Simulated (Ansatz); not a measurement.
RbCl in Ansatz: the effect of functional

RbCl:

```
CELL_PARAMETERS angstrom
0.00000 3.22975 3.22975
3.22975 0.00000 3.22975
3.22975 3.22975 0.00000
ATOMIC_POSITIONS crystal
Rb 0.00000 0.00000 0.00000
Cl 0.50000 0.50000 0.50000
```

The cell isn't the ideal one: volume scaled by 0.96.

Alike in all runs:

```yaml
Program: Ansatz 0.2.0
Task: single point
Potentials_or_basis: Ansatz PAW
k_mesh: 7 × 7 × 7
Occupations: fermi-dirac, width 0.05 eV
Spin: no spin polarisation
```

| functional | cutoff | gap on the mesh (eV) | pressure (GPa) |
| --- | --- | --- | --- |
| LDA | 420 eV (not typed: the program's choice for these potentials) | 4.72 | -0.8 |
| PBE | 420 eV (not typed: the program's choice for these potentials) | 5.19 | 2.0 |
| r2SCAN | 500 eV (not typed: the program's choice for these potentials) | ? | ? |

Question: What does the run with functional r2SCAN give?

Answer: gap on the mesh 5.79 eV; pressure 1.4 GPa.

Caveats: odd divisions of the mesh miss points on the zone boundary, where band edges often lie, so the gap on the mesh can be too wide; the PAW data sets come from PBE, with cores solved anew for the run's functional, which leaves a small shift of forces and pressure (some runs).

A k mesh can miss the band edges.
